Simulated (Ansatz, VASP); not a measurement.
# Os in VASP and in Ansatz

```xyz
2
Lattice="2.7528 0.0000 0.0000 -1.3764 2.3840 0.0000 0.0000 0.0000 4.3510" Properties=species:S:1:pos:R:3 pbc="T T T"
Os    0.0000    1.5893    3.2632
Os    1.3764    0.7947    1.0877
```

Alike in both runs: task single point; functional PBE; k mesh 15 × 15 × 8; occupations gaussian, width 0.1 eV; no spin polarisation.

|  | VASP | Ansatz |
| --- | --- | --- |
| version | VASP 6.6.1 | Ansatz 0.2.0 |
| potentials or method | VASP PAW PBE potentials, release 64 (Os) | scalar-relativistic, plane waves, PAW |
| plane-wave cutoff (eV) | 520 | 420 |
| valence electrons in the cell | 16 | 32 |

Ansatz gave:

* gap on the k mesh at the Fermi level (eV): none
* pressure (GPa): 0.0
* largest component of the traceless stress (GPa): 0.39

Task: What did VASP give for the same quantities?

Result: gap on the k mesh at the Fermi level (eV): none; pressure (GPa): -0.2; largest component of the traceless stress (GPa): 0.47.

A gap of «none» marks a metal or a gap that the smearing closes. The two sets of potentials don't hold the same shells in valence.

Spin-orbit coupling is left out, which matters for the levels of Os.
